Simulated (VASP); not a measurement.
Set up this calculation in VASP 6.6.1, as the native input.

```
Task                   : relaxation of cell and atoms
Functional             : PBE
Potentials or basis    : VASP PAW PBE potentials, release 64 (B, N)
Cutoff                 : 600 eV
k mesh                 : 12 × 12 × 6
Occupations            : gaussian, width 0.02 eV
Spin                   : no spin polarisation
Dipole correction      : no
Further INCAR settings : ALGO = Normal; EDIFF = 1e-06; IBRION = 2; EDIFFG = -0.01; NSW = 100; ISIF = 3
```

The structure of BN lies in POSCAR:

```
BN
1.0
    2.5545348137      0.0000000000      0.0000000000
   -1.2772674068      2.2122920435      0.0000000000
    0.0000000000      0.0000000000      4.2245049667
B N
2 2
Direct
    0.3333333333      0.6666666667      0.3126939999
    0.6666666667      0.3333333333      0.8126939999
    0.6666666667      0.3333333333      0.1873060001
    0.3333333333      0.6666666667      0.6873060001
```

The cell was built by a generator and needn't be a form met in nature.

These files were run (other wordings do the same):

INCAR

```
  PREC = Accurate
  ENCUT = 600
  EDIFF = 1E-6
  ISMEAR = 0
  SIGMA = 0.02
  LREAL = False
  LASPH = True
  NELM = 100
  ALGO = Normal
  ISIF = 3
  LWAVE = False
  LCHARG = False
  GGA = PE
  IBRION = 2
  NSW = 100
  EDIFFG = -0.01
```

KPOINTS

```
regular mesh
0
Gamma
  12 12 6
```

Potentials or basis: VASP PAW PBE potentials, release 64 (B, N).

Run with:

```bash
$ cat potpaw_PBE.64/B/POTCAR potpaw_PBE.64/N/POTCAR > POTCAR
$ mpirun -np 1 vasp_std > vasp.out
```

Results of the run:

The pressure after relaxing is 0.0 GPa and the band gap on the k mesh is 5.21 eV, indirect (least direct gap 8.24 eV).

Caveat: the relaxation stopped at its first step, so nothing moved.

Wall time 17 s on 1 thread of Intel(R) Xeon(R) Platinum 8259CL CPU @ 2.50GHz (Skylake/Cascade Lake), with other jobs on the host, peak memory 0.14 GiB.
